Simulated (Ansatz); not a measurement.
# Electron scattering at the Σ11 (113) boundary in fcc Pt with Ti (substitutional), part 2 of 2

How much does the Σ11 (113) boundary in fcc Pt with Ti (substitutional) reflect electrons?

Ansatz 0.2.0; Ansatz plane-wave DFT, PBE, PAW files; relaxation of a bicrystal slab with its lowest layers held; PAW set soft_1 (the session's first sound run).

So far. Step 2 (Relaxing the bicrystal): The largest force component on a free atom ends at 0.026 eV/Å, under the tolerance of 0.03, after 6 steps.

## 3. Transmission across the boundary

Bulk layers of each grain are laid under and over the relaxed boundary, and a lead is named in the middle of each, away from the free faces. The mesh across the current, 24×24, is finer than the density's, because channels open and close sharply across the zone. Energies from -0.1 to 0.1 eV in steps of 0.05 eV are too few for the program's thermal sum, so it prints no conductance; for a metal the transmission near the Fermi level serves, at a fraction of the cost.

This step: Ansatz plane-wave DFT, PBE, PAW files; ballistic transport by layer matching (Landauer), zero bias; boundary relaxed in a short slab, bulk layers laid on; PAW set soft_1 (Ansatz 0.2.0).

System of this step: Σ11 (113) boundary in fcc Pt with Ti (substitutional). The cell holds 38 atoms: 37 Pt and 1 Ti. Cell: a = 2.773 Å, b = 4.803 Å, c = 52.242 Å, α = 90.0°, β = 90.0°, γ = 73.2°. It derives from Pt. Regions: lower grain, 15 atoms (15 Pt); boundary, 11 atoms (10 Pt and 1 Ti); upper grain, 12 atoms (12 Pt). Vacuum lies along c.

File input.yaml:

```yaml
crystal:
  lattice:
    - [2.7731313745, 0.0, 0.0]
    - [1.3865656872, 4.5987181317, 0.0]
    - [0.0, 0.0, 52.2424351716]
  atoms:
    - { symbol: Pt, position: [5.4545454544, -10.9090909091, 0.0765661093] }
    - { symbol: Pt, position: [5.1818181817, -10.3636363637, 0.0992003373] }
    - { symbol: Pt, position: [4.909090909, -9.8181818182, 0.1218345654] }
    - { symbol: Pt, position: [4.6363636363, -9.2727272728, 0.1444687934] }
    - { symbol: Pt, position: [4.3636363635, -8.7272727273, 0.1671030214] }
    - { symbol: Pt, position: [4.0909090908, -8.1818181818, 0.1897372495] }
    - { symbol: Pt, position: [3.8181818181, -7.6363636364, 0.2123714775] }
    - { symbol: Pt, position: [3.5454545454, -7.0909090909, 0.2350057056] }
    - { symbol: Pt, position: [3.2727272727, -6.5454545455, 0.2576399336] }
    - { symbol: Pt, position: [3.0, -6.0, 0.2802741617] }
    - { symbol: Pt, position: [2.7272727272, -5.4545454546, 0.3029083897] }
    - { symbol: Pt, position: [2.4545454545, -4.9090909091, 0.3255426177] }
    - { symbol: Pt, position: [2.1818181818, -4.3636363637, 0.3481768458] }
    - { symbol: Pt, position: [1.9090909091, -3.8181818182, 0.3708110738] }
    - { symbol: Pt, position: [1.6363636364, -3.2727272728, 0.3934453019] }
    - { symbol: Pt, position: [0.3636363636, 0.2727272727, 0.4160795299] }
    - { symbol: Pt, position: [0.0888191014, 0.8223617973, 0.4405448312] }
    - { symbol: Pt, position: [0.8177910666, 0.3644178669, 0.4629292785] }
    - { symbol: Pt, position: [0.5454181126, 0.9091637747, 0.4887691471] }
    - { symbol: Pt, position: [0.2762325873, 0.4475348255, 0.5091648386] }
    - { symbol: Ti, position: [0.0027146033, -0.0054292066, 0.534321653] }
    - { symbol: Pt, position: [0.2755816955, 0.448836609, 0.5591809767] }
    - { symbol: Pt, position: [0.5451040394, 0.9097919213, 0.5799724968] }
    - { symbol: Pt, position: [0.8166583103, 0.3666833793, 0.6052740862] }
    - { symbol: Pt, position: [0.0876330829, 0.8247338342, 0.6283802184] }
    - { symbol: Pt, position: [0.3598454928, 0.2803090144, 0.6518231542] }
    - { symbol: Pt, position: [1.6325727655, -3.2651455311, 0.6744573823] }
    - { symbol: Pt, position: [1.9053000383, -3.8106000765, 0.6970916103] }
    - { symbol: Pt, position: [2.178027311, -4.356054622, 0.7197258383] }
    - { symbol: Pt, position: [2.4507545837, -4.9015091675, 0.7423600664] }
    - { symbol: Pt, position: [2.7234818564, -5.4469637129, 0.7649942944] }
    - { symbol: Pt, position: [2.9962091291, -5.9924182584, 0.7876285225] }
    - { symbol: Pt, position: [3.2689364018, -6.5378728038, 0.8102627505] }
    - { symbol: Pt, position: [3.5416636746, -7.0833273493, 0.8328969786] }
    - { symbol: Pt, position: [3.8143909473, -7.6287818947, 0.8555312066] }
    - { symbol: Pt, position: [4.08711822, -8.1742364402, 0.8781654346] }
    - { symbol: Pt, position: [4.3598454927, -8.7196909856, 0.9007996627] }
    - { symbol: Pt, position: [4.6325727654, -9.2651455311, 0.9234338907] }
kpoints:
  mp_grid: { grid: [10, 10, 1] }
hamiltonian:
  xc: pbe
  pseudopotentials: { kind: paw, azcp: { folder: soft_1 } }
scf:
  occupations: { method: fermi_dirac, width: 0.1 }
output:
  transmission:
    leads: [[8, 9], [30, 31]]
    kmesh: [24, 24]
    e_range: [-0.1, 0.1]
    de: 0.05
  write_potential: true
  write_density: true
  volumetric_format: npy
  elf: true
```

Run with:

```sh
ansatz run input.yaml --threads 4 --pin off --max-ram 15360MiB --backend cpu --events-out ev --progress --plain --runs-dir out
```

Numbers of over 12 decimals in the logs are rounded to 6 here.

The log of the run:

```text
[...]
Crystal: 38 atoms, lattice volume = 666.240 Å³
Basis set: ecut = 420 eV, 12965 PW (Γ)
Bands: 407, of which v1, the nominal top of the filled ones, is band 339 counted from 1 (338 counted from 0)
Symmetry: 2 space group operations
[...]
k-points: 31 of 100 (time reversal used)
[...]
SCF iter   1: F=—  HF=-465931.224137 eV  |F-HF|=—  |Δ(HF+E_count)|=         —  Δρ=1.05e-1  dr2=6.74e2  ethr=3.10e-3  ⟨swp⟩=6.0  Hψ=42614  notcnv=0  defer=660
[...]
SCF iter  13: F=-465913.796476 eV  HF=-465913.796477 eV  |F-HF|=7.71e-8  |Δ(HF+E_count)|=   1.94e-8  Δρ=2.07e-6  dr2=8.13e-8  ethr=1.47e-11  ⟨swp⟩=11.5  Hψ=43641  notcnv=0
SCF 1 converged in 13 iterations: F = -465913.796476 eV  dr2 = 8.13e-8
[...]
transmission: 1068 of 10676 steps passed
transmission: 2136 of 10676 steps passed
[...]
transmission: 10676 of 10676 steps passed
WARN: The output density's exchange-correlation potential varies sharply where the density is thin. Do not read a vacuum level from v_tot or v_xc, or from such a field of the output density. On a cell that repeats whose density bears no net charge and no dipole along the vacuum's axis use v_es (v_loc + v_h of the components); under efield.dipole_correction with no amplitude use v_es + v_field, which holds any externa [...]
SCF converged after 13 iterations
Free energy (F): -465913.796476 eV
[...]
Internal energy: -465911.814033 eV  (E = F + TS)
E sigma→0 (E₀):  -465912.805255 eV
Entropy (-TS):   -1.982443 eV (-52.170 meV/atom)
Fermi energy:    19.172490 eV
[...]
--- Band table (eV; the first three rows and the last of 31) ---
  k-point 0: bands = [... 335 lower, 18.8100, 18.8117, 18.8775, 18.8991, 18.9046, 18.9570, 19.0044, 19.0333, ... 64 higher]
  k-point 1: bands = [... 335 lower, 18.8329, 18.8869, 18.8891, 18.9262, 18.9459, 18.9639, 18.9794, 19.0170, ... 64 higher]
  k-point 2: bands = [... 335 lower, 18.6514, 18.7089, 18.7649, 18.7947, 18.8925, 18.9052, 18.9527, 18.9709, ... 64 higher]
  k-point 30: bands = [... 335 lower, 19.6694, 19.6711, 19.7359, 20.0644, 20.3707, 20.6325, 20.7391, 20.7916, ... 64 higher]
--- Transmission ---
  basis      : 111 plane waves across, 68 finite elements along
  points     : 157, standing for a mesh of 24 x 24
  energies   : 5 from -0.100000 to 0.100000 eV about the Fermi level, 0.050000 eV apart; the leads are filled to 0.000000 eV, and channels, transmission and decay are at 0.000000 eV
  crystal 0  : Pt2, at the sites [8, 9], period 2.3649 Å, over 18.92 Å; its Hamiltonian steps by up to 8.0 meV
    offset         : up to 0.0000 Å between an atom of the period and one for which it stands
    channels       : 3.519097e0 a spin
    conductance    : none, the energies end too early or step too widely for 300 K: set another output.transmission.e_range or a lower de, or, where they end at an eighth of basis.ecutwfc, a higher one
[...]
channels       : 3.498264e0 a spin
[...]
junction   : crystal 0 to crystal 1, 12.87 to 39.37 Å
    transmission   : 7.359894e-1 a spin
[...]
```

It took 16 min on 4 threads of Arm Neoverse V2, shared host; peak memory 11 GiB.

The column dr2 measures how far the density is from self-consistency, as an energy; F and HF (Harris–Foulkes) agree once it is small.

Numbers from this step:

```yaml
free_energy: -465913.7965 eV
energy_at_zero_smearing: -465912.8053 eV
fermi_energy: 19.17 eV
cell_area: 12.75 Å²
transmission_per_spin_nearest_the_fermi_level: 0.7360
open_channels_per_spin_nearest_the_fermi_level: 3.519
open_channels_per_spin_upper_lead: 3.498
step_of_the_lead_s_potential: 8 meV
step_of_the_upper_lead_s_potential: 9.2 meV
```

Per spin. Transmission, zone mean against energy, zero at the Fermi level:

| energy (eV) | transmission, zone mean |
| --- | --- |
| -0.1000 | 0.961 |
| -0.0500 | 0.853 |
| 0.0000 | 0.736 |
| 0.0500 | 0.660 |
| 0.1000 | 0.617 |

Per spin. Open channels, zone mean against energy, zero at the Fermi level:

| energy (eV) | lead | upper lead |
| --- | --- | --- |
| -0.1000 | 3.94 | 3.93 |
| -0.0500 | 3.82 | 3.82 |
| 0.0000 | 3.52 | 3.50 |
| 0.0500 | 3.03 | 3.03 |
| 0.1000 | 2.76 | 2.74 |

Transmission over k1 and k2. At 0.0000 eV from the Fermi level.

Ten even steps from '_' (0.01) to '@' (1.86):
```
++++::++++++##**##@@@@@@@@%%**##**++::==--++::##
**++::##++++######@@@@%%@@++==++++..--====++__..
----..##++++######%%**++##==--==++::----==**::..
--..--##++++##****##====**::..==::....--==**--++
--::--##++++##++**++--::++::..--..__..::==**++--
--::--##++++**++++==..::==..__::____..::--**++--
--....##++::::..++==....--::__::____....--%%__--
----::++====--::::--__::::....::__......::%%++--
--++::++--==--....::__..::....::__......--**++++
**++__++==--..____::........____........--**--..
++++::++==--..____::........______....::==**::..
++##__**==::..____::__......__::____..::==**__##
++..::**==::....______........::____..--==++::++
**..--**--........____........::____..--==++__++
--++++**--......__::....::..__::....--==--++::++
----++%%::......__::....::::__--::::--====++::--
----__%%--....____::__::--....==++..::::++##....
----++**--::..____::__..==::..==++++**++++##--::
----++**==::..__..--..::++::--++**++##++++##--::
--++--**==--....::==..::**====##****##++++##--..
--..::**==----::++==--==##++**%%######++++##..--
**..__++====--..++++==++@@%%@@@@######++++##::++
++##::++--==::++**##**%%@@@@@@@@##**##++++++::++
++++__++==::**++**%%@@@@##@@@@%%**++**::==++__++
```
Columns: k1 (b1) from -0.5 to 0.458; rows upwards: k2 (b2) from -0.5 to 0.458.

Open channels over k1 and k2. At 0.0000 eV from the Fermi level.

Values, 12 rows by 16 columns, each cell a mean:
```
5.17 3.83 3.17 3.83 4.67 4.33 4.17 4.83 4.50 3.50 3.67 3.67 4.67 4.33 2.67 4.00
3.50 3.17 2.83 2.17 4.33 4.00 3.83 3.17 3.67 3.00 2.67 2.33 4.00 3.33 3.67 3.33
4.00 4.00 3.17 3.83 4.67 4.00 3.00 3.00 3.67 2.67 2.33 3.00 3.67 3.00 3.50 3.17
3.50 2.83 3.17 3.83 3.83 2.17 2.50 3.50 4.50 3.17 3.00 3.33 3.67 3.00 3.17 2.83
4.83 3.83 3.33 4.33 3.67 3.00 2.50 3.17 4.50 2.83 2.67 3.00 3.33 3.00 3.67 3.33
5.17 3.83 3.00 3.33 3.67 3.00 2.83 3.50 4.00 3.00 2.67 3.33 3.67 3.00 3.50 3.83
4.33 3.00 3.67 3.00 3.83 3.17 2.17 3.50 4.17 3.17 3.00 3.00 4.00 3.67 2.83 4.83
4.00 3.00 3.67 3.00 3.50 3.17 3.00 3.33 4.83 2.83 2.17 2.50 4.67 4.33 3.00 3.67
4.00 2.00 3.67 3.00 3.67 3.00 2.33 3.33 3.67 3.00 3.00 3.33 4.17 3.50 3.17 2.83
4.00 3.33 3.67 3.33 3.67 2.67 2.67 3.00 3.67 3.00 3.67 4.00 4.33 2.67 3.50 3.17
4.00 2.67 3.17 4.17 3.83 2.83 3.00 3.00 4.17 3.83 4.17 4.17 4.00 3.33 3.00 3.67
5.17 4.17 3.33 4.00 4.33 4.00 4.00 4.67 5.33 5.00 4.00 4.00 4.50 3.50 3.00 4.67
```
Columns: k1 (b1) from -0.5 to 0.458; rows upwards: k2 (b2) from -0.5 to 0.458.

ELF in the ca plane at fractional y = 0.000, with atoms of Pt and Ti within 0.2 Å of it. It is the smooth field of the valence electrons, not physical close to the nuclei.

Ten even steps from '0' (0.11) to '9' (0.72), each cell a mean:
```
44321001234432222222205999502222222234432100
33221111223321123454311786113454321123322111
22222222222211135775431131134577521112222222
12222222221100137776443222344677731001222222
12222222222111136776442111244677631111222222
22222112222221124665420464024565421122222211
43221001234432222333303999303333222234432100
44321001234532222222106989602222222235532100
```
Columns run along c (16.0 Å, from fractional 0.37 to 0.67 of the cell), rows up along a (2.8 Å). Atoms in or near the plane, at fractional coordinates: Ti at (0.53, 0.00).

Valence density in the ca plane at fractional y = 0.000, with atoms of Pt and Ti within 0.2 Å of it. It is the smooth field of the valence electrons, not physical close to the nuclei.

Ten steps, logarithmic in the rise over the least value, from '0' (0 e/Å³) to '9' (11 e/Å³), each cell a mean:
```
55320001245542112222115898511222211245542100
33321111233321124554213676312455421123432111
22222112222210136886311232123688631012222112
11122222211000147987421111124799741001111222
11222222211100147886421121124788741001111222
33221111223321135665312454213566521123322111
44321001234432113332114787411333311234432100
55420001245542111221116999511122111245542100
```
Columns run along c (16.0 Å, from fractional 0.37 to 0.67 of the cell), rows up along a (2.8 Å). Atoms in or near the plane, at fractional coordinates: Ti at (0.53, 0.00).

Electrostatic potential energy in the ca plane at fractional y = 0.000, with atoms of Pt and Ti within 0.2 Å of it. With pseudopotentials it is smooth inside the atoms' cores, unlike the true potential.

Values in eV, 5 rows by 16 columns, each cell a mean:
```
  4  20  21   8   9  19  12  17 -15  -8  17  12  20   4  12  22
 18  19  19  18  19  12 -28  10   8  11   2 -25  17  18  18  19
 20  18  18  20  21   7 -38   5  16  17  -6 -35  15  21  19  18
 14  19  20  16  17  15 -13  13  -1   4   8 -11  19  15  17  20
 -1  20  21   4   5  20  17  17 -18 -11  19  18  20  -1   9  22
```
Columns run along c (16.0 Å, from fractional 0.37 to 0.67 of the cell; values clipped at the 3rd and 97th percentile), rows up along a (2.8 Å). Atoms in or near the plane, at fractional coordinates: Ti at (0.53, 0.00).

Over the solved energies the transmission per spin lies between 0.617 and 0.961, out of 3.41 channels of the lead on average (up to 3.94).

## 4. Specific resistance

This step: Ansatz plane-wave DFT, PBE, PAW files; ballistic transport by layer matching (Landauer), zero bias; specific resistance of the boundary; PAW set soft_1 (Ansatz 0.2.0).

Numbers from this step:

| Quantity | Value |
| --- | --- |
| area resistance | 1.667 fΩ m² |
| T over the leads' mean channel count | 0.2246 |

Averaged over the energies near the Fermi level, 22.5 % of the channels pass, which makes 1.67 fΩ m².

By hand, with T and the leads' channels N averaged over the energies near the Fermi level: RA = A (h/2e²)(1/T − ½[1/N₁ + 1/N₂]) = 12.75×10⁻²⁰ m² × 12 906 Ω × (1/0.7655 − ½[1/3.414 + 1/3.402]) = 1.67 fΩ m².

## 5. Results

| Property | Result |
| --- | --- |
| specific resistance of the boundary | 1.67 fΩ m² |
| share of channels that pass | 0.225 |

**Reading.** The boundary has a specific resistance of 1.7 fΩ m². The boundary reflects 78 % of the channels; 1.7 fΩ m² is 17×10⁻¹² Ω·cm². That equals the resistance of 15 nm of bulk Pt at 300 K (measured 10.8 µΩ cm, CRC Handbook of Chemistry and Physics, 84th ed., 2003, Electrical Resistivity of Pure Metals). One Ti in 12.8 Å² of boundary is a high coverage. Each plane of this narrow cell holds one atom, so the solute fills a whole plane. One starting structure was relaxed; another shift or atom count at the boundary may lie lower. Spin-orbit coupling is left out, which matters for Pt.

[Logs are printed without paths, hosts, clocks, repeated set-up lines and the standing remarks that a program may print on its own settings, such as how far it seeks lower states.]

[Hosts, paths, dates, database ids (printed as entryN), source tags and the programs' standing remarks are cut or masked in the printed files.]
